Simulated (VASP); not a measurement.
# In (I4/mmm) in VASP: further runs, part 2 of 2

VASP 6.6.1. The steps go on from the part before.

### 4 Relaxation of cell and atoms, PBEsol

INCAR reads:

```
SYSTEM = In
PREC     = Accurate       ! precision mode
ENCUT    = 600            ! plane-wave cutoff, eV
EDIFF    = 1E-6           ! SCF threshold, eV
ISMEAR   = 1              ! smearing method
SIGMA    = 0.1            ! smearing width, eV
LREAL    = .FALSE.        ! projectors in reciprocal space
LASPH    = .TRUE.         ! aspherical terms in the spheres
NELM     = 80             ! most SCF steps
ALGO     = Normal         ! electronic algorithm
ISIF     = 3              ! what is computed and relaxed
LWAVE    = .FALSE.        ! write WAVECAR
LCHARG   = .FALSE.        ! write CHGCAR
GGA      = PS             ! functional
IBRION   = 2              ! ionic algorithm
NSW      = 90             ! ionic steps
EDIFFG   = -0.01          ! ionic threshold
KPAR     = 4
```

KPOINTS reads:

```
Automatic mesh
0
G
  16 16 16
  0 0 0
```

POSCAR reads:

```
In
1.0
   -1.6254700000      1.6254700000      2.4737000000
    1.6254700000     -1.6254700000      2.4737000000
    1.6254700000      1.6254700000     -2.4737000000
In
1
Direct
    0.0000000000      0.0000000000      0.0000000000
```

Potentials or basis: VASP PAW PBE potentials, release 64 (In_d).

Run with:

```bash
cat potpaw_PBE.64/In_d/POTCAR > POTCAR
mpirun -np 4 vasp_std > vasp.out
```

OUTCAR:

```text
SYSTEM = In
   PREC = Accurate
   ENCUT = 600
   EDIFF = 1E-6
   ISMEAR = 1
   LREAL = .FALSE.
   LASPH = .TRUE.
   NELM = 80
   ISIF = 3
   GGA = PS
   IBRION = 2
   NSW = 90
   EDIFFG = -0.01

 ion  position               nearest neighbor table
   1  0.000  0.000  0.000-

  LATTYP: Found a body centered tetragonal cell.
 ALAT       =     3.2509400000
 C/A-ratio  =     1.5218367611

  Lattice vectors:

 A1 = (  -1.6254700000,   1.6254700000,   2.4737000000)
 A2 = (   1.6254700000,  -1.6254700000,   2.4737000000)
 A3 = (   1.6254700000,   1.6254700000,  -2.4737000000)

Analysis of symmetry for initial positions (statically):
=====================================================================
 Subroutine PRICEL returns:
 Original cell was already a primitive cell.

 Routine SETGRP: Setting up the symmetry group for a
 body centered tetragonal supercell.

 Subroutine GETGRP returns: Found 16 space group operations
 (whereof 16 operations were pure point group operations)
 out of a pool of 16 trial point group operations.

The static configuration has the point symmetry D_4h.

Analysis of symmetry for dynamics (positions and initial velocities):
=====================================================================
[... 262 lines left out ...]

 number of electron      13.0000003 magnetization

 Free energy of the ion-electron system (eV)
  ---------------------------------------------------
  ext. energy  EPLUGINS =         0.00000000
  ---------------------------------------------------
  free energy    TOTEN  =        -2.98528898 eV

  energy without entropy =       -2.98537995  energy(sigma->0) =       -2.98531930

 E-fermi :   7.6622     XC(G=0): -10.5188

 val. band max:        7.6527070696   @ k =  -0.3750   0.3750   0.2500
 cond. band min:       7.6689221832   @ k =  -0.2500  -0.4375   0.1875
 fundamental gap:      0.0162151136
 Fermi energy:         7.6621766061

 k-point     1 :       0.0000    0.0000    0.0000
  band No.  band energies     occupation
      1      -7.0225      2.00000
      2      -6.9056      2.00000
      3      -6.9056      2.00000
      4      -6.8201      2.00000
      5      -6.7061      2.00000
      6      -2.1047      2.00000
      7      18.3563      0.00000
      8      18.3563      0.00000
      9      18.5414      0.00000
     10      19.2658      0.00000
[... 287 lines left out ...]
 k-point    24 :      -0.0625    0.0625    0.0000
  band No.  band energies     occupation
      1      -7.0044      2.00000
      2      -6.9156      2.00000
      3      -6.8949      2.00000
      4      -6.8152      2.00000
      5      -6.7138      2.00000
      6      -1.9829      2.00000
      7      17.5737      0.00000
      8      17.7602      0.00000
      9      17.9055      0.00000
     10      18.7293      0.00000

 [... further k-points ...]

------------------------ aborting loop because EDIFF is reached ----------------------------------------

  FORCE on cell =-STRESS in cart. coord.  units (eV):
  Direction    XX          YY          ZZ          XY          YZ          ZX
  --------------------------------------------------------------------------------------
  -------------------------------------------------------------------------------------
  Total       -0.0071676     -0.0071676      0.0084513      0.0000000      0.0000000      0.0000000
  in kB       -0.4494835     -0.4494835      0.5299869      0.0000000      0.0000000      0.0000000
  external PRESSURE =      -0.1229934 kB  Pullay stress =       0.0000000 kB
[... 16 lines left out ...]
  FREE ENERGIE OF THE ION-ELECTRON SYSTEM (eV)
  ---------------------------------------------------
  free  energy   TOTEN  =        -2.9852889782 eV

  energy  without entropy=       -2.9853799514  energy(sigma->0) =       -2.98531930

 reached required accuracy - stopping structural energy minimisation
```

CONTCAR:

```text
In
   1.00000000000000
    -1.6119940466765097    1.6119940466765097    2.4580007293967916
     1.6119940466765097   -1.6119940466765097    2.4580007293967916
     1.6119940466765097    1.6119940466765097   -2.4580007293967916
  In
     1
Direct
     0.0000000000000000    0.0000000000000000    0.0000000000000000

  0.00000000E+00  0.00000000E+00  0.00000000E+00
```

Run time: 25 s. Hardware: 4 MPI ranks of Intel Xeon 6975P-C (Granite Rapids), shared host; peak memory 0.25 GiB.

Results:

```
Free energy                            : -2.9853 eV
Relaxed volume                         : 25.55 Å³/atom
Relaxed cell                           : a = 3.352 Å, b = 3.352 Å, c = 3.352 Å, α = 122.52°, β = 122.52°, γ = 85.69°
Space group after relaxing (to 0.05 Å) : I4/mmm (No. 139)
Energy gained by relaxing              : 1.9 meV/atom
Ionic steps                            : 4
Pressure after relaxing                : 0.0 GPa
Band gap on the k mesh                 : none (metal or under the smearing width)
```

The path:
```csv
step,energy change (eV),largest force (eV/Å),pressure (GPa),volume (Å³)
1,0.0000,0.0000,-0.98,26.14
2,-0.0019,0.0000,0.02,25.54
3,-0.0019,0.0000,0.00,25.55
4,-0.0019,0.0000,-0.01,25.55
```

Final structure:
```
In
1.0
    -1.61199    1.61199    2.45800
     1.61199   -1.61199    2.45800
     1.61199    1.61199   -2.45800
In
1
Cartesian
  0.0000 0.0000 0.0000
```

Caveat: the PAW data sets were made with another functional, which shifts forces and pressure a little.
